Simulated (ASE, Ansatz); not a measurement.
# PH3O4 (P2_1/c) (192 atoms): atom by atom

The starting structure: PH3O4, space group P2_1/c, structure from the Crystallography Open Database, 2 x 3 x 1 conventional cells; every coordinate displaced by a Gaussian of 0.01 Å.

Calculated values (Ansatz 0.2.0, Kohn-Sham DFT, RPBE+D4, PAW (set soft_2), plane waves; cutoff 420 eV, Γ point, fixed occupations) for step 2 of a relaxation.

Extended XYZ; positions in Å, forces in eV/Å:

```xyz
192
Lattice="11.514 0.000 0.000 0.000 14.493 0.000 -1.064 0.000 11.525" Properties=species:S:1:pos:R:3:forces:R:3 pbc="T T T"
H 2.52 3.05 2.01 0.57 0.12 0.40
H 2.71 0.63 3.73 -0.54 0.10 -0.38
H 2.19 1.79 9.52 -0.56 -0.21 -0.37
H 1.98 4.20 7.78 0.57 -0.17 0.43
H 4.79 2.29 1.95 -0.24 0.47 0.49
H 0.44 4.73 3.81 0.30 0.44 -0.46
H -0.08 2.53 9.57 0.08 -0.31 -0.33
H 4.25 0.14 7.73 -0.38 -0.53 0.53
H 1.51 4.55 0.46 -0.02 -0.66 0.09
H 3.71 2.12 5.27 0.01 -0.77 -0.11
H 3.16 0.29 11.06 0.07 0.75 -0.23
H 0.99 2.68 6.23 -0.05 0.64 0.15
P 1.05 1.50 1.60 -0.15 -0.45 0.18
P 4.17 3.90 4.16 0.45 -0.20 -0.81
P 3.65 3.35 9.93 -0.03 -0.94 0.48
P 0.52 0.91 7.37 -0.27 0.91 0.03
O 1.37 0.84 2.91 0.12 -0.19 0.50
O 3.87 3.25 2.83 -0.19 -0.11 -0.28
O 3.32 3.97 8.63 -0.43 0.86 -1.75
O 0.84 1.56 8.69 0.11 0.24 0.49
O 1.71 2.90 1.45 -0.23 0.63 -0.38
O 3.52 0.49 4.30 0.52 0.23 0.44
O 3.00 1.92 10.08 0.39 -0.14 0.37
O 1.17 4.34 7.22 -0.04 -0.98 -0.48
O 5.30 1.67 1.36 -0.57 -0.39 -0.64
O -0.06 4.11 4.40 1.18 -0.25 0.57
O -0.58 3.15 10.17 -0.01 0.31 0.40
O 4.74 0.76 7.13 -0.50 0.40 -0.68
O 1.56 0.68 0.36 0.14 0.42 -0.49
O 3.66 3.08 5.38 -0.27 0.29 0.81
O 3.13 4.15 11.16 -0.25 0.01 0.88
O 1.05 1.72 6.13 0.03 -0.58 -0.34
H 2.50 7.86 2.03 0.58 0.23 0.34
H 2.72 5.45 3.72 -0.48 0.19 -0.31
H 2.17 6.62 9.48 -0.36 -0.16 -0.25
H 1.98 9.03 7.77 0.65 -0.20 0.46
H 4.79 7.12 1.95 -0.28 0.46 0.45
H 0.42 9.53 3.80 0.36 0.55 -0.51
H -0.10 7.38 9.58 0.32 -0.53 -0.52
H 4.26 4.96 7.71 -0.34 -0.58 0.59
H 1.49 9.40 0.46 -0.02 -0.56 0.09
H 3.72 6.99 5.29 0.01 -0.77 -0.10
H 3.19 5.11 11.06 -0.01 0.54 -0.07
H 0.97 7.52 6.22 -0.03 0.66 0.10
P 1.06 6.32 1.59 -0.44 0.23 -0.09
P 4.18 8.75 4.15 0.07 -0.62 -0.11
P 3.64 8.17 9.92 0.05 0.10 -0.56
P 0.52 5.74 7.36 -0.54 0.54 0.11
O 1.38 5.68 2.90 0.17 -0.50 0.97
O 3.86 8.08 2.84 -0.11 -0.19 -0.47
O 3.32 8.81 8.60 -0.15 0.22 -0.37
O 0.83 6.40 8.67 0.27 0.42 0.86
O 1.70 7.74 1.45 -0.28 0.32 -0.36
O 3.52 5.31 4.30 0.14 0.54 0.33
O 3.00 6.74 10.04 0.14 -0.33 0.32
O 1.16 9.17 7.23 -0.09 -0.95 -0.47
O 5.28 6.51 1.33 -0.03 -0.50 -0.51
O -0.06 8.93 4.41 0.32 -0.51 0.65
O -0.59 7.99 10.18 -0.15 0.39 0.49
O 4.75 5.55 7.11 -0.50 0.47 -0.76
O 1.54 5.51 0.35 0.34 0.25 -0.76
O 3.65 7.94 5.39 -0.11 0.65 0.40
O 3.12 8.97 11.15 -0.21 -0.35 0.59
O 1.02 6.56 6.12 0.28 -0.30 -0.70
H 2.53 12.71 2.04 0.28 0.09 0.23
H 2.71 10.28 3.71 -0.49 0.21 -0.32
H 2.18 11.45 9.48 -0.59 -0.12 -0.38
H 1.98 13.86 7.80 0.57 -0.19 0.40
H 4.79 11.94 1.95 -0.21 0.44 0.48
H 0.44 14.36 3.81 0.31 0.47 -0.46
H -0.10 12.20 9.59 0.35 -0.50 -0.50
H 4.26 9.78 7.72 -0.14 -0.29 0.29
H 1.51 14.21 0.47 -0.04 -0.63 0.13
H 3.71 11.80 5.28 -0.02 -0.55 0.01
H 3.16 9.94 11.03 -0.01 0.68 -0.08
H 0.98 12.35 6.24 -0.01 0.66 0.09
P 1.05 11.17 1.60 0.30 -0.61 0.34
P 4.18 13.56 4.17 -0.65 0.34 -0.33
P 3.65 13.00 9.94 -0.55 0.50 -1.41
P 0.52 10.57 7.36 -0.53 0.90 0.62
O 1.37 10.50 2.91 0.11 -0.34 0.69
O 3.84 12.92 2.85 0.04 -0.31 -0.44
O 3.32 13.66 8.61 0.10 -0.20 0.24
O 0.83 11.25 8.68 0.23 0.08 0.34
O 1.70 12.57 1.48 0.14 0.98 -0.30
O 3.54 10.17 4.27 0.11 0.57 0.34
O 2.98 11.58 10.06 0.49 -0.14 0.48
O 1.17 14.00 7.24 -0.05 -0.96 -0.44
O 5.28 11.32 1.36 -0.12 -0.39 -0.64
O -0.06 13.75 4.41 0.42 -0.35 0.51
O -0.58 12.81 10.20 0.30 0.36 0.50
O 4.76 10.40 7.12 -0.45 0.16 -0.45
O 1.56 10.36 0.36 0.26 0.20 -0.70
O 3.66 12.76 5.41 0.02 0.19 0.32
O 3.13 13.83 11.15 -0.19 -0.64 0.83
O 1.01 11.39 6.12 0.34 -0.26 -0.70
H 8.27 3.05 2.02 0.51 0.14 0.37
H 8.47 0.63 3.73 -0.35 0.17 -0.23
H 7.95 1.78 9.50 -0.43 -0.20 -0.28
H 7.73 4.20 7.79 0.58 -0.13 0.37
H 10.55 2.29 1.96 -0.31 0.51 0.52
H 6.20 4.70 3.82 0.24 0.46 -0.47
H 5.67 2.55 9.59 0.27 -0.54 -0.56
H 10.02 0.13 7.71 -0.50 -0.70 0.69
H 7.28 4.55 0.47 -0.04 -0.66 0.14
H 9.49 2.16 5.29 0.00 -0.74 -0.06
H 8.95 0.27 11.08 0.03 0.81 -0.16
H 6.74 2.68 6.23 0.01 0.59 0.06
P 6.81 1.50 1.60 0.14 -0.01 -0.34
P 9.95 3.92 4.15 -1.33 -0.34 0.16
P 9.40 3.34 9.93 1.05 -0.69 0.09
P 6.26 0.92 7.37 0.61 -0.27 0.15
O 7.15 0.84 2.90 0.22 -0.55 1.14
O 9.60 3.26 2.85 0.05 -0.31 -0.70
O 9.09 3.98 8.62 -0.44 0.62 -1.08
O 6.59 1.55 8.70 0.09 0.42 0.53
O 7.45 2.92 1.47 -0.20 0.49 -0.40
O 9.29 0.50 4.29 -0.01 0.62 0.18
O 8.77 1.90 10.06 0.13 -0.16 0.35
O 6.93 4.34 7.23 -0.26 -0.52 -0.48
O 11.04 1.68 1.36 -0.10 -0.42 -0.62
O 5.70 4.08 4.40 0.08 -0.39 0.61
O 5.16 3.17 10.16 0.62 0.43 0.77
O 10.51 0.74 7.12 0.17 0.63 -0.77
O 7.34 0.69 0.36 0.13 0.49 -0.49
O 9.43 3.12 5.40 0.03 0.55 0.26
O 8.92 4.14 11.18 -0.41 -0.40 0.78
O 6.79 1.72 6.13 0.07 -0.35 -0.32
H 8.27 7.88 2.03 0.29 0.14 0.20
H 8.47 5.47 3.72 -0.29 0.05 -0.20
H 7.94 6.61 9.50 -0.70 -0.19 -0.47
H 7.76 9.03 7.79 0.24 -0.10 0.22
H 10.55 7.10 1.95 -0.35 0.57 0.54
H 6.19 9.53 3.80 0.28 0.38 -0.36
H 5.65 7.38 9.57 0.32 -0.49 -0.51
H 10.02 4.95 7.72 -0.19 -0.35 0.34
H 7.25 9.37 0.49 0.01 -0.73 0.04
H 9.46 6.97 5.28 0.03 -0.89 -0.14
H 8.95 5.10 11.06 0.02 0.84 -0.10
H 6.73 7.52 6.24 -0.01 0.95 0.11
P 6.81 6.32 1.60 -0.43 0.98 0.05
P 9.93 8.74 4.17 0.10 -0.23 -0.53
P 9.39 8.16 9.92 0.75 0.67 0.10
P 6.27 5.75 7.36 0.16 -0.02 0.38
O 7.12 5.70 2.92 0.21 -0.61 1.13
O 9.60 8.09 2.85 -0.07 -0.34 -0.63
O 9.08 8.82 8.61 -0.21 0.25 -0.67
O 6.58 6.39 8.67 0.19 0.39 0.68
O 7.45 7.76 1.46 -0.10 0.07 -0.23
O 9.28 5.33 4.29 0.10 0.61 0.22
O 8.75 6.75 10.05 0.19 -0.71 0.52
O 6.92 9.16 7.24 0.07 -0.55 -0.33
O 11.04 6.50 1.34 -0.05 -0.45 -0.51
O 5.71 8.91 4.41 0.19 -0.21 0.40
O 5.17 8.01 10.16 0.18 0.34 0.63
O 10.51 5.57 7.11 -0.27 0.21 -0.43
O 7.33 5.51 0.39 0.37 0.13 -1.05
O 9.41 7.92 5.39 -0.23 0.52 0.84
O 8.90 8.99 11.16 -0.27 -0.82 0.51
O 6.77 6.56 6.12 0.21 -0.58 -0.64
H 8.28 12.69 2.02 0.39 0.10 0.28
H 8.47 10.27 3.72 -0.31 0.19 -0.15
H 7.94 11.44 9.50 -0.62 -0.08 -0.43
H 7.72 13.86 7.80 0.69 -0.18 0.48
H 10.55 11.95 1.97 -0.17 0.30 0.27
H 6.20 14.36 3.82 0.44 0.72 -0.74
H 5.66 12.20 9.58 0.44 -0.68 -0.68
H 10.01 9.80 7.72 -0.18 -0.36 0.39
H 7.28 14.22 0.46 -0.01 -0.68 0.11
H 9.48 11.82 5.30 0.04 -0.80 -0.12
H 8.92 9.94 11.05 0.03 0.92 -0.19
H 6.77 12.34 6.26 0.00 0.75 0.11
P 6.82 11.14 1.59 -0.50 0.29 1.00
P 9.94 13.58 4.14 -0.13 -0.32 1.20
P 9.41 12.99 9.94 -0.39 0.06 -0.30
P 6.28 10.58 7.36 -0.44 -0.15 0.68
O 7.13 10.52 2.93 0.13 -0.40 0.50
O 9.62 12.93 2.85 -0.28 -0.62 -1.28
O 9.07 13.64 8.63 0.05 0.28 -0.50
O 6.58 11.21 8.69 0.28 0.37 0.56
O 7.47 12.55 1.46 -0.07 0.77 -0.41
O 9.29 10.15 4.29 -0.17 0.72 0.25
O 8.75 11.58 10.07 0.48 -0.34 0.53
O 6.90 13.98 7.25 -0.61 -0.08 -0.55
O 11.05 11.34 1.35 -0.92 -0.10 -0.39
O 5.70 13.74 4.40 0.25 -0.67 0.91
O 5.17 12.82 10.16 0.23 0.53 0.87
O 10.51 10.42 7.13 -0.35 0.15 -0.50
O 7.32 10.33 0.37 0.36 -0.09 -1.04
O 9.41 12.77 5.40 0.01 0.82 0.01
O 8.90 13.80 11.18 -0.21 -0.57 0.63
O 6.78 11.39 6.13 0.42 -0.17 -0.88
```

Only the Γ point is sampled, in a cell whose shortest periodic width is 11 Å.

The r.m.s. force component is 0.467 eV/Å; the longest force, 2.00 eV/Å, acts on O19. The energy lies 21.6 meV/atom below that of the first step of this run.

[Logs are printed without paths, hosts, clocks, repeated set-up lines and the standing remarks that a program may print on its own settings, such as how far it seeks lower states.]

[Hosts, paths, dates, database ids (printed as entryN), source tags and the programs' standing remarks are cut or masked in the printed files.]
